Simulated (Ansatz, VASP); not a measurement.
Two plane-wave programs on HgTe

```
CELL_PARAMETERS angstrom
0.00000 3.06751 3.06751
3.06751 0.00000 3.06751
3.06751 3.06751 0.00000
ATOMIC_POSITIONS crystal
Hg 0.00000 0.00000 0.00000
Te 0.50000 0.50000 0.50000
```

Alike in both runs: functional r2SCAN; k mesh 10 × 10 × 10; occupations fermi-dirac, width 0.1 eV; no spin polarisation.

Ansatz relaxed the structure, and its values are those at the end. VASP's run is a single point on that final structure, the one shown.

```csv
,VASP,Ansatz
version,VASP 6.6.1,Ansatz 0.2.0
potentials or method,"VASP PAW PBE potentials, release 64 (Hg, Te)",PAW plane waves
plane-wave cutoff (eV),520,500
valence electrons in the cell,18,36
```

```csv
,VASP,Ansatz,Ansatz less VASP
pressure (GPa),-0.9,-1.1,-0.13
```

The functional is the same, so the differences come from potentials, cutoffs and numerics. The two sets of potentials don't hold the same shells in valence. Ansatz warned: «stress_scf_threshold_loose».

Caveats: the PAW data sets were made with another functional, which shifts forces and pressure a little (VASP). Spin-orbit coupling is left out, which matters for the levels of Hg, Te.
